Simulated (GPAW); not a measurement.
# WS2 (Tungstenite) (P6_3/mmc) in GPAW: a series of runs

The runs below take WS2 (Tungstenite) through optical spectrum, with PBE+U.

Everything below comes from runs of GPAW 26.7.0. Logs are shortened: lines on timing, memory, paths and dates and some standing lists are left out, and cuts for length are marked. The log counts tension as positive stress, the text compression.

### 1 The structure

The structure is hexagonal, space group P6_3/mmc (No. 194). The conventional cell has a = 3.180 Å, b = 3.180 Å, c = 12.500 Å, α = 90.00°, β = 90.00°, γ = 120.00°. Around W (site symmetry -6m2) lie 6 S at 2.41 Å. S (site symmetry 3m) is surrounded by 3 W at 2.41 Å.

### 2 Optical spectrum, PBE+U

The input, run.py:

```python
from ase.dft.bandgap import bandgap
from ase.io import read, write
from gpaw import GPAW, PW
from gpaw.response.df import DielectricFunction

atoms = read('WS2.xyz')

calc = GPAW(mode=PW(500),
            xc='PBE',
            kpts={'size': (8, 8, 2), 'gamma': True},
            occupations={'name': 'fermi-dirac', 'width': 0.001},
            setups={'W': ':d,4.0'},
            nbands=46,
            convergence={'density': 1e-06},
            maxiter=150,
            txt='gpaw.txt')
atoms.calc = calc
energy = atoms.get_potential_energy()
calc.write('gs.gpw')
write('result.traj', atoms)
print(f'Energy: {energy:.6f} eV')
print('Fermi level:', round(calc.get_fermi_level(), 4), 'eV')
print(f'Gap: {bandgap(calc)[0]:.4f} eV, direct: {bandgap(calc, direct=True)[0]:.4f} eV')

dense = calc.fixed_density(kpts={'size': (10, 10, 3), 'gamma': True},
                           nbands=80, convergence={'bands': 74, 'eigenstates': 1e-7},
                           update_fermi_level=True, txt='dense.txt')
dense.write('dense.gpw', mode='all')

df = DielectricFunction('dense.gpw', frequencies={'type': 'nonlinear', 'domega0': 0.05, 'omega2': 10},
                        eta=0.1, ecut=50, nbands=74, intraband=False, txt='df.txt')
for direction in ['x', 'z']:
    df.get_dielectric_function(xc='RPA', direction=direction, filename=f'df_{direction}.csv')
    e0, e = df.get_macroscopic_dielectric_constant(xc='RPA', direction=direction)
    print(f'{direction}: static eps {e0:.4f} without, {e:.4f} with local fields')
```

The input, WS2.xyz:

```xyz
6
Lattice="3.1800000000 0.0000000000 0.0000000000 -1.5900000000 2.7539607840 0.0000000000 0.0000000000 0.0000000000 12.5000000000" Properties=species:S:1:pos:R:3 pbc="T T T"
W      1.5900000002      0.9179869279      9.3750000000
W     -0.0000000002      1.8359738561      3.1250000000
S      1.5900000002      0.9179869279      4.6875000000
S     -0.0000000002      1.8359738561     10.9375000000
S      1.5900000002      0.9179869279      1.5625000000
S     -0.0000000002      1.8359738561      7.8125000000
```

Potentials or basis: GPAW PAW data sets (gpaw-data 1.2.1), pw.

On the command line:

```console
OMP_NUM_THREADS=1 python run.py
```

gpaw.txt:

```text
__  _  _
 | _ |_)|_||  |
 |__||  | ||/\| - 26.7.0

Input parameters:
  mode=PW(ecut=500.0),
  convergence={'density': 1e-06},
  kpts=MonkhorstPack(size=(8, 8, 2), gamma=True),
  maxiter=150,
  nbands=46,
  occupations=Occupations(name='fermi-dirac', width=0.001),
  setups={'W': ':d,4.0'},
  xc=XC(name='PBE')

Diagonalizing LCAO Hamiltonian
Converting LCAO to pw mode

        S

           W
        S

           S
        W

           S

Atoms  # Å, Bohr magnetons
|   | symbol |         x |        y |         z |    initial magnetic moments |
|---|--------|-----------|----------|-----------|-----------------------------|
| 0 |      W |  1.590000 | 0.917987 |  9.375000 | ( 0.0000,  0.0000,  0.0000) |
| 1 |      W | -0.000000 | 1.835974 |  3.125000 | ( 0.0000,  0.0000,  0.0000) |
| 2 |      S |  1.590000 | 0.917987 |  4.687500 | ( 0.0000,  0.0000,  0.0000) |
| 3 |      S | -0.000000 | 1.835974 | 10.937500 | ( 0.0000,  0.0000,  0.0000) |
| 4 |      S |  1.590000 | 0.917987 |  1.562500 | ( 0.0000,  0.0000,  0.0000) |
| 5 |      S | -0.000000 | 1.835974 |  7.812500 | ( 0.0000,  0.0000,  0.0000) |

Unit cell  # Å
| periodic |         x |        y |         z |   lengths |     angles |
|----------|-----------|----------|-----------|-----------|------------|
|      yes |  3.180000 | 0.000000 |  0.000000 |  3.180000 |  90.000000 |
|      yes | -1.590000 | 2.753961 |  0.000000 |  3.180000 |  90.000000 |
|      yes |  0.000000 | 0.000000 | 12.500000 | 12.500000 | 120.000000 |

Number of symmetries: 12
Symmetry operations  # r_c * U_cc + t_c -> r_c
|    | kind |            matrix            |
|----|------|------------------------------|
|  0 |  σ   |  1, 1, 0,  0,-1, 0,  0, 0, 1 |
|  1 |  S6  |  1, 1, 0, -1, 0, 0,  0, 0,-1 |
|  2 |  E   |  1, 0, 0,  0, 1, 0,  0, 0, 1 |
|  3 |  C2  |  1, 0, 0, -1,-1, 0,  0, 0,-1 |
|  4 |  C2  |  0, 1, 0,  1, 0, 0,  0, 0,-1 |
|  5 |  C3  |  0, 1, 0, -1,-1, 0,  0, 0, 1 |
|  6 |  S6  |  0,-1, 0,  1, 1, 0,  0, 0,-1 |
|  7 |  σ   |  0,-1, 0, -1, 0, 0,  0, 0, 1 |
|  8 |  σ   | -1, 0, 0,  1, 1, 0,  0, 0, 1 |
|  9 |  i   | -1, 0, 0,  0,-1, 0,  0, 0,-1 |
| 10 |  C3  | -1,-1, 0,  1, 0, 0,  0, 0, 1 |
| 11 |  C2  | -1,-1, 0,  0, 1, 0,  0, 0,-1 |

BZ-sampling:
  Number of BZ points: 128
  Number of IBZ points: 20

  Monkhorst-Pack size: [8, 8, 2]
  Monkhorst-Pack shift: [0.0625, 0.0625, 0.25]

K-points  # in reciprocal-cell coordinates
|     |                                coordinates |     weight |
|-----|--------------------------------------------|------------|
|   0 | (  0.00000000,   0.00000000,   0.00000000) | 0.00781250 |
|   1 | (  0.00000000,   0.00000000,   0.50000000) | 0.00781250 |
|   2 | (  0.12500000,   0.00000000,   0.00000000) | 0.04687500 |
|   3 | (  0.12500000,   0.00000000,   0.50000000) | 0.04687500 |
|   4 | (  0.25000000,  -0.12500000,   0.00000000) | 0.04687500 |
|   5 | (  0.25000000,  -0.12500000,   0.50000000) | 0.04687500 |
|   6 | (  0.25000000,   0.00000000,   0.00000000) | 0.04687500 |
|   7 | (  0.25000000,   0.00000000,   0.50000000) | 0.04687500 |
|   8 | (  0.37500000,  -0.12500000,   0.00000000) | 0.09375000 |
|   9 | (  0.37500000,  -0.12500000,   0.50000000) | 0.09375000 |
| ... |                                            |            |
|  19 | (  0.50000000,   0.50000000,   0.50000000) | 0.02343750 |

Plane wave coefficients: 2798
Cutoff: 500.0 eV

Spin-components: 1 (collinear spins)
Bands:           46
Projectors:      32
Spin-degeneracy: 2
Datatype:        complex128

Parallelization:
  kpt:    1
  domain: 1
  band:   1

Density:
  Valence electrons: 52.0
  Components: 1
  Grid points: [18 18 70]
  Charge: 0.0  # |e|

Potential:
  Grid points: [18 18 70]

species:
  W:
    name:    Tungsten
    Z:       74.0
    valence: 14
    core:    60
    charge:  0.0  # [|e|]
    Hubbard: {U: 4.0,  # eV
              l: 2,
              scale: True}
    compensation charges:
      type: gauss
      rc: 0.40  # [Å]
      lmax: 2
    cutoffs:
      filter: 2.36  # [Å]
      core: 3.02  # [Å]
    projectors
    | kind |    occ | energy [eV] | rcut [Å] |
    |------|--------|-------------|----------|
    |   5s |  2.000 |     -78.830 |    1.344 |
    |   6s |  2.000 |      -5.697 |    1.344 |
    |   5p |  6.000 |     -43.233 |    1.355 |
    |   6p |  0.000 |      -1.367 |    1.355 |
    |   5d |  4.000 |      -4.494 |    1.228 |
    |    d |        |      22.717 |    1.228 |

    Using partial waves for W as LCAO basis

  S:
    name:    Sulfur
    Z:       16.0
    valence: 6
    core:    10
    charge:  0.0  # [|e|]
    compensation charges:
      type: gauss
      rc: 0.24  # [Å]
      lmax: 2
    cutoffs:
      filter: 1.77  # [Å]
      core: 1.66  # [Å]
    projectors
    | kind |    occ | energy [eV] | rcut [Å] |
    |------|--------|-------------|----------|
    |   3s |  2.000 |     -17.254 |    0.974 |
    |   3p |  4.000 |      -7.008 |    0.979 |
    |    s |        |       9.957 |    0.974 |
    |    p |        |      20.203 |    0.979 |
    |    d |        |       0.000 |    0.900 |

    Using partial waves for S as LCAO basis

Reference energy: -920973.822900  # eV

eigensolver:
  PPCG
  Converge bands: occupied
  niter=2

density mixing:
  MSR1-Mixer
  Pratt-step length: 0.05
  Maximum mixing coefficient: 0.75
  Old densities: 10
  SVD Regularization: 0.005
  Good broyden scale: 1.0
  Trust region scale: 1.0
  Backstep threshold: 4.0
  History deletion threshold: 6.0
  Fourier metric: weight=20.0, sigma=0.015

occupation numbers:
  Fermi-Dirac:
    width: 0.0010  # eV

poisson solver:
  ecut: 4000.0  # eV

xc functional:
  name: PBE with 2 nearest neighbor stencil

convergence criteria:
- Maximum integral of absolute [dens]ity change: 1e-06 electrons / valence electron
- Maximum [total energy] change in last 3 cyles: 0.0005 eV / valence electron
- Maximum integral of absolute [eigenst]ate change: 4e-08 eV^2 / valence electron
maximum number of iterations: 150

SCF iterations
|iter     | |      energy | eigst |  dens |
|---------|-|-------------|-------|-------|
|iter:   1| |  -35.362303 | +0.41 |       |
|iter:   2| |  -35.479135 | -1.45 | -1.13 |
|iter:   3| |  -35.063263 | -1.31 | -1.17 |
|iter:   4| |  -34.853215 | -2.01 | -1.40 |
|iter:   5| |  -34.708507 | -2.16 | -1.65 |
|iter:   6| |  -34.810428 | -2.88 | -2.07 |
|iter:   7| |  -34.711009 | -3.19 | -1.91 |
|iter:   8| |  -34.712099 | -4.60 | -2.78 |
|iter:   9| |  -34.712514c| -5.57 | -3.23 |
|iter:  10| |  -34.712562c| -6.40 | -3.77 |
|iter:  11| |  -34.712574c| -6.90 | -4.07 |
|iter:  12| |  -34.712576c| -7.59c| -4.53 |
|iter:  13| |  -34.712576c| -7.77c| -4.97 |
|iter:  14| |  -34.712576c| -8.49c| -5.44 |
|iter:  15| |  -34.712576c| -9.27c| -6.14c|

Converged in 15 steps
Energy contributions relative to reference atoms: (reference = -920973.822900)

Energy contributions:
  Kinetic:          29.560631
  Coulomb:         -33.975441
  Zero:              0.327920
  External:          0.000000
  Xc:              -30.625686
  Entropy:          -0.000000
  Spinorbit:         0.000000
  ----------------------------
  Free energy:     -34.712576
  Extrapolated:    -34.712576

dipole moment: (0.000004, 0.000006, 0.000029)  # |e|*Ang

Fermi level: 9.669
Eigenvalues  # (at kpt = [0.000, 0.000, 0.000])
| band index |      eig [eV] | occ [0-2] |
|------------|---------------|-----------|
|          0 |       -66.353 |     2.000 |
|        ... |               |           |
|         18 |         5.017 |     2.000 |
|         19 |         6.322 |     2.000 |
|         20 |         6.322 |     2.000 |
|         21 |         6.367 |     2.000 |
|         22 |         6.367 |     2.000 |
|         23 |         6.922 |     2.000 |
[... 8 lines left out ...]
|         32 |        11.034 |     0.000 |
|         33 |        11.034 |     0.000 |
|        ... |               |           |
|         45 |        20.970 |     0.000 |

Gap: 1.298 eV
Transition (v -> c):
  (s=0, k=0, n=25, [0.00, 0.00, 0.00]) -> (s=0, k=8, n=26, [0.38, -0.12, 0.00])
Direct/indirect transitions are different
Direct gap: 2.011 eV
Transition at: (s=0, k=12, n=25, [0.38, 0.38, 0.00])
# Writing to gs.gpw (mode='')
```

It took 7.5 min on 1 thread of Arm Neoverse V1, shared host; peak memory 0.64 GiB.

What came out:

| Quantity | Value |
| --- | --- |
| Free energy | -34.7126 eV |
| Band gap on the k mesh | 1.30 eV, indirect (least direct gap 2.01 eV) |

Dielectric function (mean over the directions given):
| energy (eV) | real part | imaginary part |
| --- | --- | --- |
| 0.25 | 9.87 | 0.03 |
| 1.15 | 10.91 | 0.24 |
| 2.18 | 10.47 | 3.11 |
| 3.17 | 9.69 | 11.11 |
| 4.16 | 4.29 | 9.04 |
| 5.16 | 2.34 | 8.55 |
| 6.15 | 2.44 | 5.64 |
| 7.12 | 0.38 | 4.74 |
| 8.16 | 0.60 | 3.84 |
| 9.18 | 1.42 | 3.86 |
| 10.06 | -0.11 | 3.98 |
| 11.09 | 0.40 | 4.52 |
| 12.08 | -1.53 | 3.93 |
| 13.00 | -1.12 | 2.61 |
| 14.10 | -0.37 | 1.90 |
| 15.13 | -0.72 | 1.75 |
| 16.21 | -0.87 | 1.66 |
| 17.36 | -0.46 | 1.00 |
| 18.58 | -0.32 | 0.92 |
| 19.87 | -0.37 | 0.76 |

Caveat: the long-wavelength limit can be off by several per cent where d states take part; response on these states lacks terms of the Hamiltonian; spectra need much finer meshes, so this one isn't converged; independent-particle spectra lack excitons; spin-orbit coupling is left out, which moves the levels of the heavy elements; an odd mesh through Γ misses points on the zone boundary, where band edges often lie.

(Continued in part 2 of 2.)
